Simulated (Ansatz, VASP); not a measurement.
# TiC: VASP beside Ansatz

```xyz
2
Lattice="0.0000 2.1456 2.1456 2.1456 0.0000 2.1456 2.1456 2.1456 0.0000" Properties=species:S:1:pos:R:3 pbc="T T T"
Ti    0.0000    0.0000    0.0000
C     2.1456    2.1456    2.1456
```

Alike in both runs: functional PBE; dispersion D3(BJ); k mesh 16 × 16 × 16; occupations gaussian, width 0.1 eV; no spin polarisation.

Ansatz relaxed the structure, and its values are those at the end. VASP's run is a single point on that final structure, the one shown.

|  | VASP | Ansatz |
| --- | --- | --- |
| version | VASP 6.6.1 | Ansatz 0.2.0 |
| potentials or method | VASP PAW PBE potentials, release 64 (Ti_sv, C) | scalar-relativistic, plane waves, PAW |
| plane-wave cutoff (eV) | 520 | 420 |
| valence electrons in the cell | 16 | 16 |

Ansatz gave:

```
gap on the k mesh at the Fermi level (eV) : none
pressure (GPa)                            : 0.0
```

Q: What did VASP give for the same quantities?

A: gap on the k mesh at the Fermi level (eV): none; pressure (GPa): 0.2.

A gap of «none» marks a metal or a gap that the smearing closes.

Caveats: pairwise dispersion overbinds metals, which lowers pressure and volume.
